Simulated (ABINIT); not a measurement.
Wanted: the native input for an ABINIT 10.8.3 (patched build) run.

* Task: band structure
* Functional: revPBE
* Potentials or basis: JTH PAW PBE v2.0
* Cutoff: 544 eV
* k mesh: 8 × 8 × 8
* Occupations: fermi-dirac, width 0.05 eV
* Spin: no spin polarisation
* Fine-grid cutoff: 1088.46 eV
* Exchange and correlation inside the PAW spheres: full angular mesh (pawxcdev 0, this build's default; the released program takes 1)

The system is GaP.

```
Ga P
1.0
     0.00000    2.72525    2.72525
     2.72525    0.00000    2.72525
     2.72525    2.72525    0.00000
Ga P
1 1
Direct
  0.00000 0.00000 0.00000
  0.75000 0.75000 0.75000
```

The input as run:

run.abi

```
# Datasets: ground state, then fixed potential
ndtset 2

# Pseudopotentials
pp_dirpath "./"
pseudos "Ga.GGA_PBE-JTH.xml, P.GGA_PBE-JTH.xml"

# Structure
acell 7.2831660764 7.2831660764 7.2831660764
rprim
     0.0000000000     0.7071067812     0.7071067812
     0.7071067812     0.0000000000     0.7071067812
     0.7071067812     0.7071067812     0.0000000000
ntypat 2
znucl 31 15
natom 2
typat 1 2
xred
     0.0000000000     0.0000000000     0.0000000000
     0.7500000000     0.7500000000     0.7500000000

# Plane-wave basis
ecut 20.0
pawecutdg 40.0

# Exchange and correlation
ixc 14

# Bands and occupations
occopt 3
tsmear 0.05 eV

# SCF cycle
nstep 100

# Output
iomode 3
prtwf 0
prteig 0
prtebands 0
enunit 1
prtden1 1
prtvha1 1
prtvclmb1 1
prtpot1 1

# Dataset 1
kptopt1 1
ngkpt1 8 8 8
nshiftk1 1
shiftk1 0.0 0.0 0.0
nband1 13
tolvrs1 1.0e-9

# Dataset 2: bands along G-X-W-K-G-L-U-W-L-K
iscf2 -2
getden2 1
nband2 17
nbdbuf2 2
tolwfr2 1.0e-12
kptopt2 -9
ndivsm2 5
prteig2 1
kptbounds2
     0.0000000000     0.0000000000     0.0000000000
     0.5000000000     0.0000000000     0.5000000000
     0.5000000000     0.2500000000     0.7500000000
     0.3750000000     0.3750000000     0.7500000000
     0.0000000000     0.0000000000     0.0000000000
     0.5000000000     0.5000000000     0.5000000000
     0.6250000000     0.2500000000     0.6250000000
     0.5000000000     0.2500000000     0.7500000000
     0.5000000000     0.5000000000     0.5000000000
     0.3750000000     0.3750000000     0.7500000000
```

Potentials or basis: JTH PAW PBE v2.0.

Run with:

```console
$ abinit run.abi > log 2>&1
```

Results of the run:

- Pressure: 4.1 GPa
- Band gap on the k mesh: 1.70 eV, indirect (least direct gap 1.92 eV)
- Band gap along the path: 1.66 eV, indirect (least direct gap 1.92 eV)
- Valence electrons inside the program's atomic spheres: Ga 11.06; P 1.59

Caveat: the PAW data sets were made with another functional, which shifts forces and pressure a little.

Wall time 33 s on 1 thread of Arm Neoverse V2, with other jobs on the host, peak memory 0.12 GiB.
